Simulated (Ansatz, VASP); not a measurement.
Two plane-wave programs on N

```
N
1.0
     4.50061    0.00000    0.00000
    -2.25031    3.89764    0.00000
     0.00000    0.00000    7.28624
N
4
Direct
  0.33333 0.66667 0.32893
  0.33333 0.66667 0.17107
  0.66667 0.33333 0.82893
  0.66667 0.33333 0.67107
```

Change from the starting cell: strain +0.080 along x and y, +0.040 along z, atoms carried along.

Alike in both runs: task single point; functional PBEsol; k mesh 6 × 6 × 4; occupations gaussian, width 0.05 eV; no spin polarisation.

```csv
,VASP,Ansatz
version,VASP 6.6.1,Ansatz 0.2.0
potentials or method,"VASP PAW PBE potentials, release 64 (N)","scalar-relativistic, plane waves, PAW"
plane-wave cutoff (eV),520,420
valence electrons in the cell,20,20
```

|  | VASP | Ansatz | Ansatz less VASP |
| --- | --- | --- | --- |
| gap on the k mesh at the Fermi level (eV) | 6.79 | 6.83 | +0.040 |
| least direct gap on the mesh (eV) | 7.02 | 7.06 | +0.038 |
| pressure (GPa) | -5.0 | -5.7 | -0.77 |
| largest component of the traceless stress (GPa) | 9.80 | 11.55 | +1.748 |
| rms of the force components (eV/Å) | 2.928 | 3.462 | +0.5338 |

Atom by atom the forces differ by 0.534 eV/Å (rms over components). With one functional, cell and mesh, what is left measures potentials, basis and numerics.

Caveats: the standard files for N, O and F lose accuracy on very short bonds; the PAW data sets were made with another functional, which shifts forces and pressure a little (VASP). A k mesh can miss the band edges.
